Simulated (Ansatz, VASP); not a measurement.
**Mg3Sb2 in VASP and in Ansatz**

The input INCAR:

```
SYSTEM = Mg3Sb2
PREC = Accurate ; ENCUT = 520
EDIFF = 1E-6 ; ISMEAR = -1
SIGMA = 0.05 ; LREAL = .False.
LASPH = .True. ; NELM = 100
ALGO = Normal ; ISIF = 2
LWAVE = .False. ; LCHARG = .False.
METAGGA = R2SCAN ; LMIXTAU = .True.
NBANDS = 16
```

File KPOINTS:

```
regular mesh
0
Gamma
  7 7 4
  0 0 0
```

File POSCAR:

```
Mg3Sb2
1.0
    4.5820000000      0.0000000000      0.0000000000
   -2.2910000000      3.9681284001      0.0000000000
    0.0000000000      0.0000000000      7.2440000000
Sb Mg
2 3
Direct
    0.6666666667      0.3333333333      0.7650000000
    0.3333333333      0.6666666667      0.2350000000
    0.0000000000      0.0000000000      0.0000000000
    0.6666666667      0.3333333333      0.3700000000
    0.3333333333      0.6666666667      0.6300000000
```

KPOINTS_OPT

```
path GMKGALHA,LM,KH
15
line-mode
reciprocal
 0.0000000000  0.0000000000  0.0000000000  G
 0.5000000000  0.0000000000  0.0000000000  M

 0.5000000000  0.0000000000  0.0000000000  M
 0.3333333333  0.3333333333  0.0000000000  K

 0.3333333333  0.3333333333  0.0000000000  K
 0.0000000000  0.0000000000  0.0000000000  G

 0.0000000000  0.0000000000  0.0000000000  G
 0.0000000000  0.0000000000  0.5000000000  A

 0.0000000000  0.0000000000  0.5000000000  A
 0.5000000000  0.0000000000  0.5000000000  L

 0.5000000000  0.0000000000  0.5000000000  L
 0.3333333333  0.3333333333  0.5000000000  H

 0.3333333333  0.3333333333  0.5000000000  H
 0.0000000000  0.0000000000  0.5000000000  A

 0.5000000000  0.0000000000  0.5000000000  L
 0.5000000000  0.0000000000  0.0000000000  M

 0.3333333333  0.3333333333  0.0000000000  K
 0.3333333333  0.3333333333  0.5000000000  H
```

The input input.yaml:

```yaml
crystal:
  lattice:
    - [4.582, 0.0, 0.0]
    - [-2.291, 3.9681284001, 0.0]
    - [0.0, 0.0, 7.244]
  atoms:
    - { symbol: Sb, position: [0.6666666667, 0.3333333333, 0.765] }
    - { symbol: Sb, position: [0.3333333333, 0.6666666667, 0.235] }
    - { symbol: Mg, position: [0.0, 0.0, 0.0] }
    - { symbol: Mg, position: [0.6666666667, 0.3333333333, 0.37] }
    - { symbol: Mg, position: [0.3333333333, 0.6666666667, 0.63] }
hamiltonian:
  xc: r2scan
  pseudopotentials: { kind: paw }
kpoints:
  mp_grid: { grid: [7, 7, 4] }
  band_path:
    path:
      - [[0.0, 0.0, 0.0], [0.5, 0.0, 0.0], [0.3333333333, 0.3333333333, 0.0], [0.0, 0.0, 0.0], [0.0, 0.0, 0.5], [0.5, 0.0, 0.5], [0.3333333333, 0.3333333333, 0.5], [0.0, 0.0, 0.5]]
      - [[0.5, 0.0, 0.5], [0.5, 0.0, 0.0]]
      - [[0.3333333333, 0.3333333333, 0.0], [0.3333333333, 0.3333333333, 0.5]]
    npoints: 14
scf:
  occupations: { method: fermi_dirac, width: 0.05 }
  n_extra_bands: 12
output:
  forces: true
  stress: true
  eigenvalues: true
  fatbands: true
  write_density: true
  write_potential: true
  elf: true
  volumetric_format: npy
```

Alike in both runs: task band structure; functional r2SCAN; k mesh 7 × 7 × 4; occupations fermi-dirac, width 0.05 eV; no spin polarisation.

```csv
,VASP,Ansatz
version,VASP 6.6.1,Ansatz 0.2.0
potentials or method,"VASP PAW PBE potentials, release 64 (Sb, Mg)",Ansatz PAW
plane-wave cutoff (eV),520,500
valence electrons in the cell,16,60
```

Ansatz gave:

```
gap on the k mesh at the Fermi level (eV)       : 0.79
least direct gap on the mesh (eV)               : 1.86
gap along the band path (eV)                    : 0.63
pressure (GPa)                                  : 0.0
largest component of the traceless stress (GPa) : 0.61
rms of the force components (eV/Å)              : 0.140
```

What did VASP give for the same quantities?

gap on the k mesh at the Fermi level (eV): 0.76; least direct gap on the mesh (eV): 1.83; gap along the band path (eV): 0.59; pressure (GPa): 0.0; largest component of the traceless stress (GPa): 0.62; rms of the force components (eV/Å): 0.145.

Atom by atom the forces differ by 0.006 eV/Å (rms over components). The two sets of potentials don't hold the same shells in valence.

Caveats: spin-orbit coupling is left out, which moves the levels of the heavy elements; the PAW data sets were made with another functional, which shifts forces and pressure a little (VASP); the mesh misses the band edges, which the band path finds closer together (VASP); the k mesh misses the band edges, so the gap on the mesh is wider than the one along the path (Ansatz); the PAW data sets come from PBE, with cores solved anew for the run's functional, which leaves a small shift of forces and pressure (Ansatz). r2SCAN opens gaps a little over a GGA but as a rule still falls short of measured ones.
